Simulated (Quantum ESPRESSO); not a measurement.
Sb:

```
Sb
1.0
    -1.87134    1.87134    1.87134
     1.87134   -1.87134    1.87134
     1.87134    1.87134   -1.87134
Sb
1
Direct
  0.00000 0.00000 0.00000
```

This isn't the form of Sb at room conditions, which is rhombohedral.

- Program: Quantum ESPRESSO 7.5
- Task: single point
- Functional: PBE
- Potentials or basis: SSSP 1.3 efficiency PBE
- Cutoff: 748 eV
- Density cutoff: 5987 eV
- k mesh: 10 × 10 × 10
- Occupations: fermi-dirac, width 0.05 eV
- Spin: no spin polarisation

On this cell: pressure 3.3 GPa; band gap on the k mesh none (metal or under the smearing width).

The same run follows on a disturbed copy (cell strained at random at fixed volume):

```
Sb
1.0
    -1.91168    1.89860    1.91097
     1.86645   -1.92422    1.89137
     1.82583    1.83838   -1.93660
Sb
1
Direct
  0.00668 0.00212 0.01774
```

Problem. What does the disturbed cell give?

Solution. The energy (extrapolated to zero smearing) moves by +2.8 meV/atom; pressure 3.1 GPa; band gap on the k mesh none (metal or under the smearing width).

Stress tensor (GPa, compression positive):
```
2.87 1.08 0.71
1.08 3.15 0.89
0.71 0.89 3.34
```
